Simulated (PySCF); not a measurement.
Match the calculated data to a structure.

All candidates are C3H6O.

- Rotational structure: rotational constants A, B, C: 16.887, 6.962, 6.003 GHz [PBE0-D3(BJ)/def2-SVP]
- NMR, other nuclei: isotropic shieldings of nuclei other than C and H, by class: 270 (1 O) ppm [GIAO PBE/pcSseg-2]
- 13C NMR: chemical shifts (computed TMS as zero) by class: 51.5 (1 C), 10.6 (2 C) ppm [GIAO PBE/pcSseg-2]
- Dipole: 1.44 D [PBE/pcSseg-2]
- 1H NMR: chemical shifts (computed TMS as zero) by class: 3.56 (1 H), 0.65 (1 H), 0.44 (2 H), 0.42 (2 H) ppm [GIAO PBE/pcSseg-2]
- XPS: C1s 290.7 (×2), C1s 292.2, O1s 538.9 eV [ΔSCF SCAN, pcX-2 on the ionised atom, pcseg-1 elsewhere, spin-free X2C]

Electronic properties: PySCF, gas phase, density fitting. Levels stand in brackets. Geometry: PBE0-D3(BJ)/def2-SVP, one conformer, isolated molecule. NMR classes are plain means over equivalent atoms (diastereotopic ones count apart unless rotation or inversion swaps them), as if these changed places fast.

Problem. Which candidate is it?
A. `CCC=O`
B. `OC1CC1`
C. `C=COC`

Solution. B. It is `OC1CC1`. Numbering: `[OH:1][CH:2]1[CH2:3][CH2:4]1`. Its formula, C3H6O, gives 1 degree of unsaturation: 1 ring and 0 π bonds in the structure found. 3 carbons fall into 2 classes; from least to most shielded: carbinol carbon (C–OH) [C2] (51.5 ppm), three-membered-ring carbon [C3/C4] (10.6 ppm, 2 C). Hydrogen classes from least to most shielded: 1 H on a carbinol carbon (C–OH), C2 (3.56 ppm), 1 H on an alcohol oxygen, O1 (0.65 ppm), 2 H on 2 three-membered-ring carbons, C3/C4 (0.44 ppm), 2 H on 2 three-membered-ring carbons, C3/C4 (0.42 ppm). The other shieldings belong to: 270 ppm, alcohol oxygen [O1]. The core levels belong to: C1s 290.7 eV, three-membered-ring carbon [C3/C4]; C1s 292.2 eV, carbinol carbon (C–OH) [C2]; O1s 538.9 eV, alcohol oxygen [O1]. One atom of each topological class was ionised and stands for its class. By its constants the optimised geometry is an asymmetric top.

The others, at the same levels:
- `C=COC` fails: its computed core binding energies are C1s 289.9, C1s 292.1, C1s 292.6, O1s 539.2 eV, rotational constant A is 18.610 GHz (against 16.887 GHz) and smallest rotational constant is 4.903 GHz (against 6.003 GHz).
- `CCC=O` fails: its computed core binding energies are C1s 290.9, C1s 291.3, C1s 293.7, O1s 538.2 eV and smallest rotational constant is 4.622 GHz (against 6.003 GHz).

Each candidate is one conformer, not necessarily the lowest. Dipoles, sizes and rotational constants follow the conformer. The torsions of the flexible species, by atom-mapped SMILES:
- `[OH:1][CH:2]1[CH2:3][CH2:4]1`: H–O1–C2–C3 147°
- `[CH2:1]=[CH:2][O:3][CH3:4]`: C1–C2–O3–C4 0°
- `[CH3:1][CH2:2][CH:3]=[O:4]`: C1–C2–C3–O4 -1°
